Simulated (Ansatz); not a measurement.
CuI (Pmmn) from a database structure: a single-point calculation in Ansatz (r2SCAN). The cell was relaxed with r2SCAN+rVV10 and then strained (uniaxial +1.24 % along x, other directions held), with the atoms relaxed again with r2SCAN+rVV10; k points keep the names of the unstrained zone.

```yaml
crystal:
  lattice:
    - [4.1053934722, 0.0, 0.0]
    - [0.0, 4.0551101069, 0.0]
    - [0.0, 0.0, 6.3456837528]
  atoms:
    - { symbol: Cu, position: [0.5, 0.5, -0.0021961599] }
    - { symbol: Cu, position: [0.0, 0.0, 0.0021961599] }
    - { symbol: I, position: [0.5, 0.0, 0.2650469183] }
    - { symbol: I, position: [0.0, 0.5, 0.7349530817] }
kpoints:
  mp_grid: { grid: [6, 6, 4] }
  band_path:
    path:
      - [0.0, 0.0, 0.0]
      - [0.0, 0.5, 0.0]
      - [0.5, 0.5, 0.0]
      - [0.0, 0.0, 0.5]
      - [0.0, 0.5, 0.5]
      - [0.5, 0.5, 0.5]
    npoints: 1
hamiltonian:
  xc: r2scan
scf:
  occupations: { method: fixed }
  n_extra_bands: 5
output:
  forces: true
  stress: true
  eigenvalues: true
```

In the abridged output below, numbers in square brackets stand for lines, or ends of lines, that were taken out.
```
scf.n_extra_bands = 5 over 36 filled bands (N_el = 72.0): the run solves 41 bands
Functional definition: r2SCAN
Crystal: 4 atoms, lattice volume = 105.642 Å³
[1]
Symmetry: 8 space group operations
Space group: Pmmn (ITA 59)
k-points: 48 of 144
SCF converged after 8 iterations
Free energy (F): -28319.256216 eV
[2]
--- Forces (eV/Å), atoms counted from 1 ---
[3]
--- Stress (GPa, compression-positive) ---
[4]
--- Band table (eV; the first three rows and the last of 48) ---
[5]
```

The rows of the band table are 0: (0, 0, 0) = Γ, 1: (0, 0, 1/4), 2: (0, 0, -1/2) = Z, 47: (-1/2, -1/2, -1/2) = A.

Q: What stood in the gaps? They hold the stress, the forces, the Fermi energy and the band table, cutoff and plane waves at Γ.

A:
```
[1]
Basis set: ecut = 500 eV, 2715 PW (Γ)
[2]
Fermi energy:    8.544282 eV
[3]
  atom   1  Cu      0.00000      0.00000      0.00001
  atom   2  Cu      0.00000      0.00000    -0.00001
  atom   3  I       0.00000      0.00000    -0.01338
  atom   4  I       0.00000      0.00000      0.01338
[4]
        0.320630       0.000000       0.000000
        0.000000       1.033422       0.000000
        0.000000       0.000000       0.840802
  P = ⅓ Tr σ = 0.7316 GPa (7.316 kbar)
[5]
  k-point 0: bands = […, 7.1014, 7.1299, 7.3434, 7.7074, 8.5171, 8.5443, 10.6016, 11.8602, 12.1938, 13.7300, …]
  k-point 1: bands = […, 7.1369, 7.1703, 7.3434, 7.3925, 8.3352, 8.3679, 11.3665, 11.9758, 12.3720, 13.6260, …]
  k-point 2: bands = […, 7.1564, 7.1857, 7.2256, 7.3434, 8.1465, 8.1822, 12.1277, 12.3640, 12.4956, 13.2211, …]
  k-point 47: bands = […, 6.7333, 6.7333, 6.8214, 6.8214, 7.5135, 7.5135, 12.9626, 12.9626, 13.1010, 13.1010, …]
```
The trailing digits, and the zero of the energies, depend on the potentials and thresholds.

Command: `ansatz run input.yaml --threads 4 --pin off --max-ram 4608MiB --backend cpu --events-out ev --progress --plain --runs-dir out`. It took 7.8 s on 4 threads of Intel(R) Xeon(R) Platinum 8259CL CPU @ 2.50GHz (Skylake/Cascade Lake), with other jobs on the host, load about 0.5 per core; peak host memory 0.77 GiB.

Calculated for a static, non-magnetic cell.

No spin-orbit coupling is included; it can move band edges with weight on the heavy atoms by tenths of an eV.
